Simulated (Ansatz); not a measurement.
The calculation used DFT PBE, scalar-relativistic, plane waves, PAW in Ansatz 0.2.0. All cells share a 420 eV cutoff and Γ-centred k meshes spaced at most about 0.3 Å⁻¹ (about 0.25 or finer for metals, 2π included). Collinear spin in cells that started with moments and kept them past the coarse steps, no spin elsewhere.

All energies are static (0 K, no zero-point motion).

Two relaxed structures of GaCo:

A. (no spin)

```
CELL_PARAMETERS angstrom
0.00000 2.40097 2.40097
2.40097 0.00000 2.40097
2.40097 2.40097 0.00000
ATOMIC_POSITIONS crystal
Ga 0.00000 0.00000 0.00000
Co 0.50000 0.50000 0.50000
```

B. (site moments Co 1.5 μB)

```
CELL_PARAMETERS angstrom
2.64731 0.00000 0.00000
-1.32365 2.29264 0.00000
0.00000 0.00000 4.82324
ATOMIC_POSITIONS crystal
Ga 0.00000 0.00000 0.00000
Co 0.00000 0.00000 0.50000
```

Problem. Which form is favoured at zero pressure, and by what margin per atom?

Solution. A is lower, by 245 meV/atom. A has the rock salt type, space group Fm-3m (No. 225), 13.8 Å³/atom and no gap on its mesh; B has space group P6/mmm (No. 191), 14.6 Å³/atom and no gap. Counting all near atoms (those within 1.25 times the shortest distance at each site), A has Ga 6, Co 6 and B has Ga 8, Co 8. Their magnetic states differ too. The denser one is the lower, and pressure would at first widen the difference. Even the lower one lies +0.24 eV/atom against the reference forms of the elements (uncorrected), so neither is stable at this level. In A, Ga has 6 Co at 2.40 Å; Co has 6 Ga at 2.40 Å. In B, Ga has 2 Co at 2.41 Å and 6 Ga at 2.65 Å; Co has 2 Ga at 2.41 Å and 6 Co at 2.65 Å. Both come from invented guesses. A third cell relaxed alike, in Pm-3m (a cell as deposited in COD), lies 0.50 eV/atom below the lower of the two.

Another magnetic order may lie lower. Trial moments died out on the coarse mesh in Fm-3m; another magnetic start might hold. Cells relaxed within their symmetry can be saddle points.
